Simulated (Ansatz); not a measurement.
**CaF2 (Fluorite) in Ansatz: the effect of functional**

Crystal: CaF2 (Fluorite).

```
CELL_PARAMETERS angstrom
0.00000 2.67525 2.67525
2.67525 0.00000 2.67525
2.67525 2.67525 0.00000
ATOMIC_POSITIONS crystal
Ca 0.00000 0.00000 0.00000
F 0.75000 0.75000 0.75000
F 0.25000 0.25000 0.25000
```

The cell isn't the ideal one: volume scaled by 0.94.

Alike in all runs:

```yaml
Program: Ansatz 0.2.0
Task: single point
Potentials_or_basis: Ansatz PAW
k_mesh: 8 × 8 × 8
Occupations: fermi-dirac, width 0.05 eV
Spin: no spin polarisation
```

One run gave: gap on the mesh 7.48 eV; pressure 3.7 GPa. Which functional did it use?
A. LDA
B. PBEsol
C. r2SCAN

B.

```csv
functional,cutoff,gap on the mesh (eV),pressure (GPa)
LDA,420 eV (not typed: the program's choice for these potentials),7.30,-1.4
PBEsol,420 eV (not typed: the program's choice for these potentials),7.48,3.7
r2SCAN,500 eV (not typed: the program's choice for these potentials),8.33,4.9
```

Caveats: the PAW data sets come from PBE, with cores solved anew for the run's functional, which leaves a small shift of forces and pressure.

A k mesh can miss the band edges.
